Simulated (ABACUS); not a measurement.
A run of ABACUS 3.10.1:

The input INPUT:

```
INPUT_PARAMETERS
suffix              BaTiO3
calculation         scf
basis_type          pw
pseudo_dir          ./
symmetry            1
dft_functional      pbesol
ecutwfc             84
pseudo_rcut         7
nspin               1
nbands              24
ks_solver           dav
smearing_method     fd
smearing_sigma      0.00367493
scf_thr             1e-08
scf_nmax            100
mixing_type         broyden
mixing_beta         0.7
cal_force           1
cal_stress          1
kpar                4
```

Contents of STRU:

```
ATOMIC_SPECIES
Ba 137.3270 Ba.upf
Ti 47.8670 Ti.upf
O 15.9990 O.upf

LATTICE_CONSTANT
1.8897261246

LATTICE_VECTORS
4.0060000000 0.0000000000 0.0000000000
0.0000000000 4.0060000000 0.0000000000
0.0000000000 0.0000000000 4.0060000000

ATOMIC_POSITIONS
Direct

Ba
0.0
1
0.5000000000 0.5000000000 0.5000000000 1 1 1

Ti
0.0
1
0.0000000000 0.0000000000 0.0000000000 1 1 1

O
0.0
3
0.0000000000 0.0000000000 0.5000000000 1 1 1
0.0000000000 0.5000000000 0.0000000000 1 1 1
0.5000000000 0.0000000000 0.0000000000 1 1 1
```

File KPT:

```
K_POINTS
0
Gamma
7 7 7 0 0 0
```

Potentials or basis: PseudoDojo NC SR 0.4.1 PBEsol standard, plane waves.

Run with:

```console
$ OMP_NUM_THREADS=1 mpirun -np 4 abacus > log
```

Hardware: 4 MPI ranks on Intel(R) Xeon(R) Platinum 8488C (Sapphire Rapids), on a shared host.

**Question.** How long does it take, and how much memory?

**Answer.** Run time: 17 s on 4 MPI ranks on Intel(R) Xeon(R) Platinum 8488C (Sapphire Rapids), on a shared host, peak memory 0.52 GiB a rank. Counts: scf iterations 14, k points 20, bands 24, ranks 4.
